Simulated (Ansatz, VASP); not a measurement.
InSb in VASP and in Ansatz

```xyz
2
Lattice="0.0000 3.2605 3.2605 3.2605 0.0000 3.2605 3.2605 3.2605 0.0000" Properties=species:S:1:pos:R:3 pbc="T T T"
In    0.0000    0.0000    0.0000
Sb    4.8908    4.8908    4.8908
```

Alike in both runs: functional PBEsol; k mesh 8 × 8 × 8; occupations fermi-dirac, width 0.1 eV; no spin polarisation.

Ansatz relaxed the structure, and its values are those at the end. VASP's run is a single point on that final structure, the one shown.

|  | VASP | Ansatz |
| --- | --- | --- |
| version | VASP 6.6.1 | Ansatz 0.2.0 |
| potentials or method | VASP PAW PBE potentials, release 64 (In_d, Sb) | PAW with Ansatz's default frozen-core files, scalar-relativistic |
| plane-wave cutoff (eV) | 520 | 420 |
| valence electrons in the cell | 18 | 28 |

```csv
,VASP,Ansatz,Ansatz less VASP
pressure (GPa),0.0,0.0,-0.01
```

The two sets of potentials don't hold the same shells in valence.

Caveats: the PAW data sets were made with another functional, which shifts forces and pressure a little (VASP). Spin-orbit coupling is left out, which matters for the levels of Sb.
